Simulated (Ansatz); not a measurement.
**BN in Ansatz: the effect of exact exchange**

The system is BN.

```
N B
1.0
     2.49824    0.00000    0.00000
    -1.24912    2.16354    0.00000
     0.00000    0.00000    6.63570
N B
2 2
Cartesian
  1.2491 0.7212 1.6589
  0.0000 1.4424 4.9768
  1.2491 0.7212 4.9768
  0.0000 1.4424 1.6589
```

Alike in all runs:

```yaml
Program: Ansatz 0.2.0
Task: single point
Functional: HSE06 form with a typed share of exact exchange
Potentials_or_basis: Ansatz PAW
Cutoff: "420 eV (not typed: the program's choice for these potentials)"
k_mesh: 6 × 6 × 2
Occupations: fermi-dirac, width 0.05 eV
Spin: no spin polarisation
```

```csv
exact exchange,gap on the mesh (eV),pressure (GPa)
0.05,?,?
0.1,4.82,3.0
0.15,5.08,2.0
0.2,5.35,1.0
```

Question: What does the run with exact exchange 0.05 give?

Answer: gap on the mesh 4.55 eV; pressure 4.0 GPa.

Worked out: A straight line through the other rows of the gap on the mesh, of slope 5.3 eV per unit of exact exchange, extrapolates to 4.55 eV, against the run's 4.55. A straight line through the other rows of the pressure, of slope -20 GPa per unit of exact exchange, extrapolates to 4.0 GPa, against the run's 4.0.

Caveats: all runs use coarse meshes; the PAW data sets come from PBE, with cores solved anew for the run's functional, which leaves a small shift of forces and pressure; the thresholds are loose for stress.

A k mesh can miss the band edges.
